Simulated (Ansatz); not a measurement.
Cr:

```
CELL_PARAMETERS angstrom
-1.48445 1.48445 1.48445
1.48445 -1.48445 1.48445
1.48445 1.48445 -1.48445
ATOMIC_POSITIONS crystal
Cr 0.00000 0.00000 0.00000
```

Alike in all runs: program Ansatz 0.2.0; functional PBE; potentials or basis Ansatz PAW; cutoff 420 eV (not typed: the program's choice for these potentials); k mesh 10 × 10 × 10; occupations fermi-dirac, width 0.05 eV.

Q: Only the start or the spin constraint differs. Which run ends lowest in energy?
A. collinear spin, ferromagnetic start of up to 1.5 μB; fixed moment 1.5
B. collinear spin, ferromagnetic start of up to 0.8 μB; fixed moment 0.8
C. collinear spin, program default start; fixed moment 0
D. collinear spin, ferromagnetic start of up to 3.8 μB; fixed moment 3.8
E. collinear spin, ferromagnetic start of up to 2.2 μB; fixed moment 2.2
F. collinear spin, ferromagnetic start of up to 3 μB; fixed moment 3

A: C.

```csv
start,free energy over the lowest (meV/atom),net moment (μB),site or absolute moments (μB),gap
"collinear spin, ferromagnetic start of up to 0.8 μB; fixed moment 0.8",225.0,0.80,Cr +0.72,-
"collinear spin, ferromagnetic start of up to 2.2 μB; fixed moment 2.2",924.4,2.20,Cr +1.96,-
"collinear spin, program default start; fixed moment 0",0.0,0.00,-,-
"collinear spin, ferromagnetic start of up to 3 μB; fixed moment 3",1386.7,3.00,Cr +2.66,-
"collinear spin, ferromagnetic start of up to 6 μB; fixed moment 6",7032.6,6.00,Cr +4.70,-
"collinear spin, ferromagnetic start of up to 4.5 μB; fixed moment 4.5",2766.4,4.50,Cr +3.82,-
"collinear spin, ferromagnetic start of up to 3.8 μB; fixed moment 3.8",1925.4,3.80,Cr +3.30,-
"collinear spin, ferromagnetic start of up to 1.5 μB; fixed moment 1.5",563.1,1.50,Cr +1.35,-
```

All polarised runs hold their moment fixed, so the table maps the energy against it. A still lower state may exist.

Caveats: the cell is far from rest, so the order of the states can change on relaxing; the total moment is fixed, so each spin has its own Fermi level.
